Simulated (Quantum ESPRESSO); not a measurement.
The system is Sn.

```xyz
2
Lattice="0.0000 3.2333 3.2333 3.2333 0.0000 3.2333 3.2333 3.2333 0.0000" Properties=species:S:1:pos:R:3 pbc="T T T"
Sn    4.8500    4.8500    4.8500
Sn    3.2333    3.2333    3.2333
```

This isn't the form of Sn at room conditions, which is tetragonal (white tin).

* Program: Quantum ESPRESSO 7.5
* Task: phonons
* Functional: revPBE
* Potentials or basis: PseudoDojo 0.4.1 SR PBE standard
* Cutoff: 980 eV
* Density cutoff: 3918 eV
* k mesh: 7 × 7 × 7
* Occupations: cold, width 0.2 eV
* Spin: no spin polarisation
* Mixing beta: 0.5
* Most SCF iterations: 120
* SCF threshold: 4e-10 Ry

The cell and the atoms were relaxed first, to 37.47 Å³/atom (a = 4.732 Å, b = 4.732 Å, c = 4.732 Å, α = 60.00°, β = 60.00°, γ = 60.00°), and the response was taken there.

Q: Where do the zone-centre optical modes lie?

A: T2g at 161 cm⁻¹ (Raman).

Optical modes at Γ, degenerate ones joined:
```csv
cm⁻¹,components,symmetry,active in
161,3,T2g,Raman
```

Caveat: the potentials were made for another functional, which shifts forces and pressure.
